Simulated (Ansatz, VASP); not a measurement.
# S in VASP and in Ansatz

```xyz
1
Lattice="2.4785 0.0000 0.0000 0.0000 2.4785 0.0000 0.0000 0.0000 2.4785" Properties=species:S:1:pos:R:3 pbc="T T T"
S     0.0000    0.0000    0.0000
```

Alike in both runs: functional PBE; k mesh 15 × 15 × 15; occupations fermi-dirac, width 0.1 eV; no spin polarisation.

Ansatz relaxed the structure, and its values are those at the end. VASP's run is a single point on that final structure, the one shown.

|  | VASP | Ansatz |
| --- | --- | --- |
| version | VASP 6.6.1 | Ansatz 0.2.0 |
| potentials or method | VASP PAW PBE potentials, release 64 (S), cutoff 520 eV | all-electron LAPW, scalar-relativistic |

```tsv
	VASP	Ansatz	Ansatz less VASP
pressure (GPa)	12.7	13.0	+0.26
```

Ansatz ran all-electron here, so the differences hold the error of VASP's frozen core and of both bases.
